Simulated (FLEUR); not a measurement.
**Si2Mo in FLEUR: convergence with fermiSmearingEnergy**

Input of the first run (fermiSmearingEnergy 0.4 eV); the others differ in this setting and in those tied to it:

The input inp.xml:

```xml
<?xml version="1.0" encoding="UTF-8" standalone="no"?>
<fleurInput fleurInputVersion="0.39">
   <comment>
      Si2Mo                                                                                               
   </comment>
   <calculationSetup>
      <cutoffs Kmax="4.34" Gmax="13.4" GmaxXC="13.4" numbands="0"/>
      <scfLoop itmax="60" minDistance="0.00001" maxIterBroyd="15" imix="Anderson" alpha="0.05" precondParam="0.0" spinf="2.0" sdNocoIR="T"/>
      <coreElectrons ctail="T" frcor="F" kcrel="0" coretail_lmax="0"/>
      <xcFunctional name="pbe" relativisticCorrections="F"/>
      <magnetism jspins="1"/>
      <soc l_soc="F" theta="0.0" phi="0.0" spav="F"/>
      <expertModes spex="0" secvar="F"/>
      <geometryOptimization l_f="T" forcealpha="1.0" forcemix="BFGS" epsdisp="0.0005" epsforce="0.0002"/>
      <ldaU l_linMix="F" mixParam="0.05" spinf="1.0"/>
   </calculationSetup>
   <cell>
      <bzIntegration valenceElectrons="38.0" mode="hist" fermiSmearingEnergy="0.01469973">
         <kPointListSelection listName="default-1"/>
         <!-- k-points included here -->
         <xi:include xmlns:xi="http://www.w3.org/2001/XInclude" href="kpts.xml"> </xi:include>
      </bzIntegration>
      <!-- symmetry operations included here -->
      <xi:include xmlns:xi="http://www.w3.org/2001/XInclude" href="sym.xml"> </xi:include>
      <bulkLattice scale="1.0">
         <bravaisMatrix>
            <row-1>   -3.0235617993599999     3.0235617993599999     7.4275685327402989</row-1>
            <row-2>    3.0235617993599999    -3.0235617993599999     7.4275685327402989</row-2>
            <row-3>    3.0235617993599999     3.0235617993599999    -7.4275685327402989</row-3>
         </bravaisMatrix>
      </bulkLattice>
   </cell>
   <atomSpecies>
      <species name="Molybdenum (Mo)" element="Mo" atomicNumber="42">
         <mtSphere radius="2.27" gridPoints="757" logIncrement="0.017"/>
         <atomicCutoffs lmax="9" lnonsphr="9"/>
         <electronConfig flipSpins="F">
            <coreConfig>(1s1/2) (2s1/2) (2p1/2) (2p3/2) (3s1/2) (3p1/2) (3p3/2) (3d3/2) (3d5/2)</coreConfig>
            <valenceConfig>(4s1/2) (4p1/2) (4p3/2) (5s1/2) (4d3/2) (4d5/2)</valenceConfig>
            <stateOccupation state="(5s1/2)" spinUp="0.500000" spinDown="0.500000"/>
            <stateOccupation state="(4d3/2)" spinUp="1.000000" spinDown="1.000000"/>
            <stateOccupation state="(4d5/2)" spinUp="1.500000" spinDown="1.500000"/>
         </electronConfig>
         <energyParameters s="5" p="5" d="4" f="4"/>
         <lo type="SCLO" l="0" n="4" eDeriv="0"/>
         <lo type="SCLO" l="1" n="4" eDeriv="0"/>
         <lo type="SCLO" l="1" n="4" eDeriv="1"/>
         <lo type="SCLO" l="2" n="4" eDeriv="2"/>
         <lo type="SCLO" l="3" n="4" eDeriv="2"/>
      </species>
      <species name="Silicon (Si)" element="Si" atomicNumber="14">
         <mtSphere radius="2.26" gridPoints="757" logIncrement="0.015"/>
         <atomicCutoffs lmax="9" lnonsphr="9"/>
         <electronConfig flipSpins="F">
            <coreConfig>(1s1/2)</coreConfig>
            <valenceConfig>(2s1/2) (2p1/2) (2p3/2) (3s1/2) (3p1/2) (3p3/2)</valenceConfig>
            <stateOccupation state="(3p1/2)" spinUp="0.333333" spinDown="0.333333"/>
            <stateOccupation state="(3p3/2)" spinUp="0.666667" spinDown="0.666667"/>
         </electronConfig>
         <energyParameters s="3" p="3" d="3" f="4"/>
         <lo type="SCLO" l="0" n="2" eDeriv="0"/>
         <lo type="SCLO" l="1" n="2" eDeriv="0"/>
         <lo type="SCLO" l="2" n="3" eDeriv="2"/>
         <lo type="SCLO" l="3" n="4" eDeriv="2"/>
      </species>
   </atomSpecies>
   <atomGroups>
      <atomGroup species="Molybdenum (Mo)">
         <relPos label="                   1">.0000000000 .0000000000 .0000000000</relPos>
         <force calculate="T" relaxXYZ="TTT"/>
      </atomGroup>
      <atomGroup species="Silicon (Si)">
         <relPos label="                   2">-.3330000000 -.3330000000 .0000000000</relPos>
         <relPos label="                   3">.3330000000 .3330000000 .0000000000</relPos>
         <force calculate="T" relaxXYZ="TTT"/>
      </atomGroup>
   </atomGroups>
   <output dos="F" band="F" slice="F">
      <checks vchk="F" cdinf="F"/>
      <bandDOS minEnergy="-.5*Htr" maxEnergy="0.5*Htr" sigma="0.015" storeEVData="T"/>
      <vacuumDOS vacdos="F" integ="F" star="F" nstars="0" locx1="0.0" locy1="0.0" locx2="0.0" locy2="0.0" nstm="0" tworkf="0.0"/>
      <unfoldingBand unfoldBand="F" supercellX="1" supercellY="1" supercellZ="1"/>
      <plotting iplot="0" polar="F">
         <plot TwoD="T" vec1="  1.0  0.0  0.0" vec2="  0.0  1.0  0.0" vec3="  0.0  0.0  1.0" zero="  0.0  0.0  0.0" file="plot"/>
      </plotting>
      <chargeDensitySlicing numkpt="0" minEigenval="0.0" maxEigenval="0.0" nnne="0" pallst="F"/>
      <specialOutput eonly="F"/>
      <moessbauerParams electricFieldGradient="T" isomerShift="T" coreHyperfine="T" valenceHyperfine="T"/>
      <magneticCircularDichroism mcd="F" energyLo="-10.0" energyUp="0.0"/>
   </output>
  <!-- We include the file relax.xml here to enable relaxations (see documentation) -->
  <xi:include xmlns:xi="http://www.w3.org/2001/XInclude" href="relax.xml"> <xi:fallback/> </xi:include>
</fleurInput>
```

File crystal.txt:

```
Si2Mo
&input cartesian=F /
-1.6000000000  1.6000000000  3.9305000000
1.6000000000  -1.6000000000  3.9305000000
1.6000000000  1.6000000000  -3.9305000000
1.8897261246
1.0 1.0 1.0

3
42 0.0000000000  0.0000000000  0.0000000000
14 0.6670000000  0.6670000000  0.0000000000
14 0.3330000000  0.3330000000  0.0000000000

&kpt div1=10 div2=10 div3=10 gamma=T /
```

Potentials or basis: all-electron, FLAPW.

Command:

```sh
$ inpgen -f crystal.txt -profile fastHighL
$ # inp.xml edited to the form shown
$ fleur_MPI
```

Hardware: 1 thread of Arm Neoverse V1, on a shared host.

Question: The values tried are 0.4 eV, 0.3 eV, 0.2 eV, 0.1 eV, 0.05 eV, 0.025 eV, 0.01 eV, loosest first. From which on does the energy stay within 1 meV/atom of the tightest run that finished?

Answer: From 0.1 eV on.

| fermiSmearingEnergy | energy less the tightest run, at zero smearing (meV/atom) | largest force (eV/Å) | SCF cycles | CPU time (s) | peak memory (GiB) |
| --- | --- | --- | --- | --- | --- |
| 0.4 eV | 17.05 | 0.143 | 19 | 300 | 0.08 |
| 0.3 eV | 6.65 | 0.197 | 19 | 300 | 0.08 |
| 0.2 eV | 1.62 | 0.243 | 19 | 300 | 0.08 |
| 0.1 eV | -0.18 | 0.278 | 18 | 280 | 0.08 |
| 0.05 eV | -0.11 | 0.294 | 19 | 290 | 0.08 |
| 0.025 eV | -0.03 | 0.306 | 19 | 290 | 0.08 |
| 0.01 eV | 0.00 | 0.317 | 19 | 290 | 0.08 |

Not settled before the last step: the largest force (to 0.005 eV/Å). Narrower smearing needs a denser k mesh, so at a fixed mesh the narrowest width isn't the most accurate. The tightest run that finished is the yardstick and may itself not be fully converged.
